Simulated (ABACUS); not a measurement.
# TiB2 (P6/mmm) in ABACUS: further runs

The runs below take TiB2 through equation of state, with PBE.

Program: ABACUS 3.10.1. These are calculated values, not measurements. Logs are shortened: lines on timing, memory, paths and dates and some standing lists are left out, and cuts for length are marked.

## 1. The structure

Symmetry: P6/mmm, No. 191, hexagonal system. Conventional cell: a = 3.029 Å, b = 3.029 Å, c = 3.228 Å, α = 90.00°, β = 90.00°, γ = 120.00°. Ti (site symmetry 6/mmm) is surrounded by 12 B at 2.38 Å. Around B (site symmetry -6m2) lie 3 B at 1.75 Å.

## 2. Equation of state, PBE, 8.04 Å³/atom (volume scaled by 0.94)

INPUT reads:

```
INPUT_PARAMETERS
suffix              TiB2
calculation         scf
basis_type          lcao
pseudo_dir          ./
orbital_dir         ./
symmetry            1
dft_functional      pbe
ecutwfc             100
pseudo_rcut         10
nspin               1
nbands              13
ks_solver           genelpa
smearing_method     fd
smearing_sigma      0.00367493
scf_thr             1e-07
scf_nmax            100
mixing_type         broyden
mixing_beta         0.7
cal_force           1
cal_stress          1
out_mul             1
```

STRU reads:

```
ATOMIC_SPECIES
Ti 47.8670 Ti.upf
B 10.8100 B.upf

NUMERICAL_ORBITAL
Ti_confined-atom_7au_3s2p2d1f.orb
B_confined-atom_7au_2s2p1d.orb

LATTICE_CONSTANT
1.8897261246

LATTICE_VECTORS
2.9673622405 0.0000000000 0.0000000000
-1.4836811203 2.5698110825 0.0000000000
0.0000000000 0.0000000000 3.1624957934

ATOMIC_POSITIONS
Direct

Ti
0.0
1
0.0000000000 0.0000000000 0.0000000000 1 1 1

B
0.0
2
0.6666666667 0.3333333333 0.5000000000 1 1 1
0.3333333333 0.6666666667 0.5000000000 1 1 1
```

KPT reads:

```
K_POINTS
0
Gamma
10 10 8 0 0 0
```

Potentials or basis: PseudoDojo NC SR 0.4.1 PBE standard, DZP LCAO (the cutoffs set its grid).

On the command line:

```console
$ OMP_NUM_THREADS=1 mpirun -np 4 abacus > log
```

running log:

```text
ABACUS v3.10.1

               Atomic-orbital Based Ab-initio Computation at UStc

 ------------------------------------------------------------------------------------

 READING GENERAL INFORMATION
                           global_out_dir = OUT.TiB2/
                           global_in_card = INPUT
                               pseudo_dir = ./
                              orbital_dir = ./
                                    DSIZE = 4
                                    GSIZE = 1

 READING UNITCELL INFORMATION
                                    ntype = 2
                  lattice constant (Bohr) = 1.88973
              lattice constant (Angstrom) = 1

 READING ATOM TYPE 1
                               atom label = Ti
                      L=0, number of zeta = 3
                      L=1, number of zeta = 2
                      L=2, number of zeta = 2
                      L=3, number of zeta = 1
             number of atom for this type = 1

 READING ATOM TYPE 2
                               atom label = B
                      L=0, number of zeta = 2
                      L=1, number of zeta = 2
                      L=2, number of zeta = 1
             number of atom for this type = 2

                        TOTAL ATOM NUMBER = 3
DIRECT COORDINATES
    atom                   x                   y                   z     mag                  vx                  vy                  vz
taud_Ti1            0.0000000000        0.0000000000        0.0000000000  0.0000        0.0000000000        0.0000000000        0.0000000000
taud_B1            0.6666666667        0.3333333333        0.5000000000  0.0000        0.0000000000        0.0000000000        0.0000000000
taud_B2            0.3333333333        0.6666666667        0.5000000000  0.0000        0.0000000000        0.0000000000        0.0000000000

                          Volume (Bohr^3) = 162.742
                             Volume (A^3) = 24.1158

 Lattice vectors: (Cartesian coordinate: in unit of a_0)
             +2.96736                  +0                  +0
             -1.48368            +2.56981                  +0
                   +0                  +0             +3.1625
 Reciprocal vectors: (Cartesian coordinate: in unit of 2 pi/a_0)
               +0.337           +0.194567                  -0
                   -0           +0.389134                  -0
                   +0                  -0           +0.316206
 The esolver type has been set to : ksdft_lcao

                PAO radial cut off (Bohr) = 10

 Read in pseudopotential file is Ti.upf
                     pseudopotential type = NC
          exchange-correlation functional = PBE
                 nonlocal core correction = 1
                        valence electrons = 12
                                     lmax = 2
                           number of zeta = 4
                     number of projectors = 6
                           L of projector = 0
[... 5 lines left out ...]
                PAO radial cut off (Bohr) = 10

 Read in pseudopotential file is B.upf
                     pseudopotential type = NC
          exchange-correlation functional = PBE
                 nonlocal core correction = 1
                        valence electrons = 3
                                     lmax = 1
                           number of zeta = 2
                     number of projectors = 4
                           L of projector = 0
                           L of projector = 0
                           L of projector = 1
                           L of projector = 1
     initial pseudo atomic orbital number = 18

 SETUP THE ELECTRONS NUMBER
            electron number of element Ti = 12
      total electron number of element Ti = 12
             electron number of element B = 3
       total electron number of element B = 6
            AUTOSET number of electrons:  = 18
                           occupied bands = 9
                                   NLOCAL = 52
                                   NBANDS = 13
                                   NBANDS = 13
                                   NLOCAL = 52

%%%%%%%%%%%%%%%%%%%%%%%%%%%%%%%%%%%%%%%%%%%%%%%%%%%%%%%%%%%%%%%%%%%%%%%%%%%%%%%%%%%%%%%%%%%%%%%%%%%%%%%%%%
 Warning: the number of valence electrons in pseudopotential > 4 for Ti: [Ar] 3d2 4s2
 Pseudopotentials with additional electrons can yield (more) accurate outcomes, but may be less efficient.
 If you're confident that your chosen pseudopotential is appropriate, you can safely ignore this warning.
%%%%%%%%%%%%%%%%%%%%%%%%%%%%%%%%%%%%%%%%%%%%%%%%%%%%%%%%%%%%%%%%%%%%%%%%%%%%%%%%%%%%%%%%%%%%%%%%%%%%%%%%%%

 SETUP THE PLANE WAVE BASIS
 energy cutoff for charge/potential (unit:Ry) = 400
            fft grid for charge/potential = [ 36, 36, 40 ]
                        fft grid division = [ 4, 4, 5 ]
        big fft grid for charge/potential = [ 9, 9, 8 ]
                                     nbxx = 162
[... 69 lines left out ...]

 PARALLEL PW FOR WAVE FUNCTIONS
     PROC   COLUMNS(POT)             PW
        1             68            976
        2             68            976
        3             67            975
        4             68            976
 --------------- sum -------------------
        4            271           3903

 SET NONLOCAL PSEUDOPOTENTIAL PROJECTORS
 SET NONLOCAL PSEUDOPOTENTIAL PROJECTORS
 max number of nonlocal projetors among all species is 6

 -------------------------------------------
 SELF-CONSISTENT
 -------------------------------------------

 SETUP SEARCHING RADIUS FOR PROGRAM TO SEARCH ADJACENT ATOMS
                  longest orb rcut (Bohr) = 7
   longest nonlocal projector rcut (Bohr) = 1.7
                     search radius (Bohr) = 17.4
              searching radius is (Bohr)) = 17.4
         searching radius unit is (Bohr)) = 1.89
                         PeriodicBoundary = 1
                        Radius(unit:lat0) = 9.21
                                   glayer = [ 5, 5, 4 ]
                             glayer_minus = [ 4, 4, 3 ]

Find the coordinate range of the input atom(unit:lat0).
                                  min_tau = [ -17.8, -10.3, -9.49 ]
                                  max_tau = [ 19.3, 12, 11.1 ]
                                BoxNumber = [ 9, 9, 7 ]

 SETUP EXTENDED REAL SPACE GRID FOR GRID INTEGRATION
                          real space grid = [ 36, 36, 40 ]
                 big cell numbers in grid = [ 9, 9, 8 ]
             meshcell numbers in big cell = [ 4, 4, 5 ]
                        extended fft grid = [ 13, 13, 10 ]
                dimension of extened grid = [ 36, 36, 29 ]
                            UnitCellTotal = 125
              Atom number in sub-FFT-grid = 3
    Local orbitals number in sub-FFT-grid = 52
                                ParaV.nnr = 57802
                                 init_chg = atomic

 LCAO ALGORITHM --------------- ION=   1  ELEC=   1--------------------------------

 Density error is 0.119700499047
----------------------------------------------------------
     Energy           Rydberg                 eV
----------------------------------------------------------
 E_KohnSham     -130.4722648261      -1775.1662326002
 E_Harris       -135.2517322642      -1840.1942231633
 E_Fermi        1.2593784893         17.1347233925
----------------------------------------------------------
[... 91 lines left out ...]
 Density error is 1.38534571631e-08
----------------------------------------------------------
     Energy           Rydberg                 eV
----------------------------------------------------------
 E_KohnSham     -130.6902629083      -1778.1322486706
 E_KS(sigma->0) -130.6900334063      -1778.1291261356
 E_Harris       -130.6902635519      -1778.1322574280
 E_band         -5.5670805885        -75.7440172294
 E_one_elec     -26.6336291578       -362.3691149648
 E_Hartree      23.4256174054        318.7218758815
 E_xc           -22.7257620815       -309.1998557006
 E_Ewald        -104.7560300704      -1425.2789088166
 E_entropy(-TS) -0.0004590040        -0.0062450701
 E_descf        0.0000000000         0.0000000000
 E_exx          0.0000000000         0.0000000000
 E_Fermi        1.1869541400         16.1493395689
----------------------------------------------------------

 charge density convergence is achieved
 final etot is -1778.1322487 eV
 EFERMI = 16.149339569 eV

 STATE ENERGY(eV) AND OCCUPATIONS    NSPIN == 1
 1/70 kpoint (Cartesian) = 0.0000 0.0000 0.0000 (684 pws)
       1       -40.5930     0.00250000
       2       -16.9679     0.00250000
       3       -16.6173     0.00250000
       4       -16.6173     0.00250000
       5        2.36661     0.00250000
       6        13.4710     0.00250000
       7        13.4710     0.00250000
       8        13.8515     0.00250000
       9        13.9480     0.00250000
      10        18.2928    6.02248e-22
      11        18.2928    6.02248e-22
      12        20.1723    2.85280e-38
      13        20.1723    2.85280e-38
[... 61 lines left out ...]
 6/70 kpoint (Cartesian) = 0.16850 0.29185 0.0000 (678 pws)
       1       -40.5212     0.00750000
       2       -17.1227     0.00750000
       3       -16.8791     0.00750000
       4       -16.7327     0.00750000
       5        6.53170     0.00750000
       6        6.86780     0.00750000
       7        12.7853     0.00750000
       8        12.8315     0.00750000
       9        13.7914     0.00750000
      10        17.6822    3.63718e-16
      11        19.2097    1.96293e-29
      12        19.7372    5.14874e-34
      13        19.7431    4.56880e-34

[... levels at 64 further k points ...]

 correction force for each atom along direction 1 is 5.68989e-16
 correction force for each atom along direction 2 is 1.33967e-14
 correction force for each atom along direction 3 is -2.67899e-14
------------------------------------------------------------------------------------------
 TOTAL-FORCE (eV/Angstrom)
------------------------------------------------------------------------------------------
                       Ti1         0.0000000000         0.0000000000         0.0000000000
                        B1         0.0000000000         0.0000000000         0.0000000000
                        B2         0.0000000000         0.0000000000         0.0000000000
------------------------------------------------------------------------------------------

----------------------------------------------------------------
 TOTAL-STRESS (KBAR)
----------------------------------------------------------------
       204.5618484084         0.0000000040        -0.0000000000
         0.0000000040       204.5618484090        -0.0000000000
        -0.0000000000         0.0000000000       155.6776688799
----------------------------------------------------------------
 TOTAL-PRESSURE: 188.267122 KBAR

 --------------------------------------------
 !FINAL_ETOT_IS -1778.1322486706301333 eV
 --------------------------------------------
```

Run time: 8 s. Hardware: 4 MPI ranks of AMD EPYC 7B13 (Zen 3), shared host; peak memory 0.44 GiB.

What came out:

```
Free energy            : -1778.1322 eV
Pressure               : 18.8 GPa
Band gap on the k mesh : none (metal or under the smearing width)
Mulliken charges       : Ti +0.41; B -0.20 e
```

Caveat: the atomic orbitals were generated for these runs and aren't a published set; Mulliken charges move with the basis; the basis of atomic orbitals isn't converged, which shifts pressures, moduli and gaps.

## 3. Equation of state, PBE, 8.21 Å³/atom (volume scaled by 0.96)

INPUT is that of step 2.

STRU, as its differences from that of step 2:

```diff
@@ -12,5 +12,5 @@
 LATTICE_VECTORS
-2.9673622405 0.0000000000 0.0000000000
--1.4836811203 2.5698110825 0.0000000000
-0.0000000000 0.0000000000 3.1624957934
+2.9882598462 0.0000000000 0.0000000000
+-1.4941299231 2.5879089399 0.0000000000
+0.0000000000 0.0000000000 3.1847676243
```

KPT is that of step 2.

Potentials or basis: PseudoDojo NC SR 0.4.1 PBE standard, DZP LCAO (the cutoffs set its grid).

On the command line:

```console
$ OMP_NUM_THREADS=1 mpirun -np 4 abacus > log
```

Run time: 8.2 s. Hardware: 4 MPI ranks of AMD EPYC 7B13 (Zen 3), shared host; peak memory 0.44 GiB.

The run converged. Its results:

```
Free energy            : -1778.1820 eV
Pressure               : 12.3 GPa
Band gap on the k mesh : none (metal or under the smearing width)
Mulliken charges       : Ti +0.41; B -0.20 e
```

Caveat: the atomic orbitals were generated for these runs and aren't a published set; Mulliken charges move with the basis; the basis of atomic orbitals isn't converged, which shifts pressures, moduli and gaps.

## 4. Equation of state, PBE, 8.38 Å³/atom (volume scaled by 0.98)

INPUT is that of step 3.

STRU, as its differences from that of step 3:

```diff
@@ -12,5 +12,5 @@
 LATTICE_VECTORS
-2.9882598462 0.0000000000 0.0000000000
--1.4941299231 2.5879089399 0.0000000000
-0.0000000000 0.0000000000 3.1847676243
+3.0088691861 0.0000000000 0.0000000000
+-1.5044345930 2.6057571518 0.0000000000
+0.0000000000 0.0000000000 3.2067322330
```

KPT is that of step 3.

On the command line:

```console
$ OMP_NUM_THREADS=1 mpirun -np 4 abacus > log
```

Run time: 9.1 s. Hardware: 4 MPI ranks of AMD EPYC 7B13 (Zen 3), shared host; peak memory 0.48 GiB.

The run converged. Its results:

```
Free energy            : -1778.2118 eV
Pressure               : 6.4 GPa
Band gap on the k mesh : none (metal or under the smearing width)
Mulliken charges       : Ti +0.40; B -0.20 e
```

Caveat: the atomic orbitals were generated for these runs and aren't a published set; Mulliken charges move with the basis; the basis of atomic orbitals isn't converged, which shifts pressures, moduli and gaps.

## 5. Equation of state, PBE, 8.55 Å³/atom

INPUT is that of step 4.

STRU, as its differences from that of step 4:

```diff
@@ -12,5 +12,5 @@
 LATTICE_VECTORS
-3.0088691861 0.0000000000 0.0000000000
--1.5044345930 2.6057571518 0.0000000000
-0.0000000000 0.0000000000 3.2067322330
+3.0292000000 0.0000000000 0.0000000000
+-1.5146000000 2.6233641531 0.0000000000
+0.0000000000 0.0000000000 3.2284000000
```

KPT is that of step 4.

On the command line:

```console
$ OMP_NUM_THREADS=1 mpirun -np 4 abacus > log
```

It took 8.5 s on 4 MPI ranks of AMD EPYC 7B13 (Zen 3), shared host; peak memory 0.44 GiB.

It converged, with:

```
Free energy            : -1778.2238 eV
Pressure               : 1.1 GPa
Band gap on the k mesh : none (metal or under the smearing width)
Mulliken charges       : Ti +0.40; B -0.20 e
```

Caveat: the atomic orbitals were generated for these runs and aren't a published set; Mulliken charges move with the basis; the basis of atomic orbitals isn't converged, which shifts pressures, moduli and gaps.

## 6. Equation of state, PBE, 8.72 Å³/atom (volume scaled by 1.02)

INPUT is that of step 5.

STRU, as its differences from that of step 5:

```diff
@@ -12,5 +12,5 @@
 LATTICE_VECTORS
-3.0292000000 0.0000000000 0.0000000000
--1.5146000000 2.6233641531 0.0000000000
-0.0000000000 0.0000000000 3.2284000000
+3.0492615118 0.0000000000 0.0000000000
+-1.5246307559 2.6407379320 0.0000000000
+0.0000000000 0.0000000000 3.2497807555
```

KPT is that of step 5.

Potentials or basis: PseudoDojo NC SR 0.4.1 PBE standard, DZP LCAO (the cutoffs set its grid).

On the command line:

```console
$ OMP_NUM_THREADS=1 mpirun -np 4 abacus > log
```

It took 8.3 s on 4 MPI ranks of AMD EPYC 7B13 (Zen 3), shared host; peak memory 0.48 GiB.

The run converged. Its results:

| Property | Result |
| --- | --- |
| Free energy | -1778.2192 eV |
| Pressure | -3.8 GPa |
| Band gap on the k mesh | none (metal or under the smearing width) |
| Mulliken charges | Ti +0.39; B -0.20 e |

Caveat: the atomic orbitals were generated for these runs and aren't a published set; Mulliken charges move with the basis; the basis of atomic orbitals isn't converged, which shifts pressures, moduli and gaps.

## 7. Equation of state, PBE, 8.89 Å³/atom (volume scaled by 1.04)

INPUT is that of step 6.

STRU, as its differences from that of step 6:

```diff
@@ -12,5 +12,5 @@
 LATTICE_VECTORS
-3.0492615118 0.0000000000 0.0000000000
--1.5246307559 2.6407379320 0.0000000000
-0.0000000000 0.0000000000 3.2497807555
+3.0690624661 0.0000000000 0.0000000000
+-1.5345312330 2.6578860614 0.0000000000
+0.0000000000 0.0000000000 3.2708838193
```

KPT is that of step 6.

On the command line:

```console
$ OMP_NUM_THREADS=1 mpirun -np 4 abacus > log
```

Run time: 8 s. Hardware: 4 MPI ranks of AMD EPYC 7B13 (Zen 3), shared host; peak memory 0.44 GiB.

The run converged. Its results:

* Free energy: -1778.2000 eV
* Pressure: -8.2 GPa
* Band gap on the k mesh: none (metal or under the smearing width)
* Mulliken charges: Ti +0.39; B -0.19 e

Caveat: the atomic orbitals were generated for these runs and aren't a published set; Mulliken charges move with the basis; the basis of atomic orbitals isn't converged, which shifts pressures, moduli and gaps.

## 8. Equation of state, PBE, 9.06 Å³/atom (volume scaled by 1.06)

INPUT is that of step 7.

STRU, as its differences from that of step 7:

```diff
@@ -12,5 +12,5 @@
 LATTICE_VECTORS
-3.0690624661 0.0000000000 0.0000000000
--1.5345312330 2.6578860614 0.0000000000
-0.0000000000 0.0000000000 3.2708838193
+3.0886111617 0.0000000000 0.0000000000
+-1.5443055808 2.6748157284 0.0000000000
+0.0000000000 0.0000000000 3.2917180359
```

KPT is that of step 7.

On the command line:

```console
$ OMP_NUM_THREADS=1 mpirun -np 4 abacus > log
```

It took 8.3 s on 4 MPI ranks of AMD EPYC 7B13 (Zen 3), shared host; peak memory 0.44 GiB.

It converged, with:

- Free energy: -1778.1672 eV
- Pressure: -12.2 GPa
- Band gap on the k mesh: none (metal or under the smearing width)
- Mulliken charges: Ti +0.38; B -0.19 e

Caveat: the atomic orbitals were generated for these runs and aren't a published set; Mulliken charges move with the basis; the basis of atomic orbitals isn't converged, which shifts pressures, moduli and gaps.

## 9. Equation of state, PBE

Potentials or basis: PseudoDojo NC SR 0.4.1 PBE standard, DZP LCAO (the cutoffs set its grid).

No new run: the results of the series are fitted here.

What came out:

```yaml
Equilibrium_volume: 8.59 Å³/atom
Bulk_modulus_at_fixed_shape_and_positions: 251 GPa
Pressure_derivative_of_the_bulk_modulus: 3.8
```

Energy against volume, from the lowest point:
```csv
volume (Å³/atom),energy (meV/atom)
8.039,30.51
8.210,13.94
8.381,3.99
8.552,0.00
8.723,1.51
8.894,7.94
9.065,18.87
```

Caveat: the atomic orbitals were generated for these runs and aren't a published set; the cell was scaled at fixed shape and fractional positions, which overstates the stiffness of a crystal with free parameters, most of all of layers and chains; the basis of atomic orbitals isn't converged, which shifts pressures, moduli and gaps.
